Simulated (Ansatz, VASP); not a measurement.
# CdSe (Cadmoselite): VASP beside Ansatz

```xyz
4
Lattice="4.1621 0.0000 0.0000 -2.0811 3.6045 0.0000 0.0000 0.0000 7.0703" Properties=species:S:1:pos:R:3 pbc="T T T"
Cd    0.0000    2.4030    0.0651
Cd    2.0811    1.2015    3.6003
Se    0.0000    2.4030    2.6569
Se    2.0811    1.2015    6.1921
```

Change from the starting cell: in-plane strain -0.02, out-of-plane length and atoms relaxed by PAW.

Alike in both runs: functional LDA; k mesh 6 × 6 × 4; no spin polarisation.

Ansatz relaxed the structure, and its values are those at the end. VASP's run is a single point on that final structure, the one shown.

|  | VASP | Ansatz |
| --- | --- | --- |
| version | VASP 6.6.1 | Ansatz 0.2.0 |
| potentials or method | VASP PAW LDA potentials, release 64 (Cd, Se) | PAW with Ansatz's default frozen-core files, scalar-relativistic |
| plane-wave cutoff (eV) | 520 | 420 |
| occupations | gaussian, width 0.01 eV | fixed |
| valence electrons in the cell | 36 | 72 |

VASP gave:

- gap on the k mesh at the Fermi level (eV): 0.44
- pressure (GPa): 1.8
- rms of the force components (eV/Å): 0.004

Question: What did Ansatz give for the same quantities?

Answer: gap on the k mesh at the Fermi level (eV): 0.41; pressure (GPa): 1.3; rms of the force components (eV/Å): 0.000.

The two sets of potentials don't hold the same shells in valence.
